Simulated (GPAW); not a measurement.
Crystal: AlN.

```
Al N
1.0
     3.11300    0.00000    0.00000
    -1.55650    2.69594    0.00000
     0.00000    0.00000    4.98100
Al N
2 2
Direct
  0.66667 0.33333 0.50000
  0.33333 0.66667 0.00000
  0.66667 0.33333 0.88000
  0.33333 0.66667 0.38000
```

Base run:

```yaml
Program: GPAW 26.7.0
Functional: MS2
Potentials_or_basis: GPAW PAW data sets (gpaw-data 1.2.1)
Cutoff: 800 eV
Basis: pw
k_mesh: 7 × 7 × 4
Occupations: fermi-dirac, width 0.05 eV
Spin: no spin polarisation
```

Its results: band gap on the k mesh 4.59 eV, direct; pressure -0.1 GPa; largest force 0.120 eV/Å.

Task: The run is repeated on the same cell with these changes: functional from MS2 to TASK. What comes out?

Result: Band gap on the k mesh 5.87 eV, direct; pressure 9.9 GPa; largest force 0.167 eV/Å.

Caveats: the PAW data sets were made with another functional, which shifts forces and pressure a little.

Not every run made on this cell is shown here.
